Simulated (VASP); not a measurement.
Here is a VASP 6.6.1 calculation.

File INCAR:

```
SYSTEM = BAs
  PREC = Accurate
  ENCUT = 520
  EDIFF = 1E-7
  ISMEAR = 0
  SIGMA = 0.02
  LREAL = .FALSE.
  LASPH = .TRUE.
  NELM = 100
  ALGO = Normal
  ISIF = 3
  LWAVE = .FALSE.
  LCHARG = .FALSE.
  GGA = PE
  IBRION = 2
  NSW = 80
  EDIFFG = -0.002
  AMIX = 0.2
```

Contents of KPOINTS:

```
regular mesh
0
G
  12 12 12
  0 0 0
```

The input POSCAR:

```
BAs                                     
1.0
    0.0000000000      2.4082311713      2.4082311713
    2.4082311713     -0.0000000000      2.4082311713
    2.4082311713      2.4082311713     -0.0000000000
  B               As            
     1     1
Direct
     0.0000000000000000    0.0000000000000000    0.0000000000000000
     0.2500000000000000    0.2500000000000000    0.2500000000000000
```

Potentials or basis: VASP PAW PBE potentials, release 64 (B, As).

Command:

```bash
$ cat potpaw_PBE.64/B/POTCAR potpaw_PBE.64/As/POTCAR > POTCAR
$ mpirun -np 1 vasp_std > vasp.out
```

(1) Predict the band gap on the k mesh.

Answers

(1) 1.21 eV, indirect (least direct gap 3.25 eV).

Caveat: the relaxation stopped at its first step, so nothing moved.
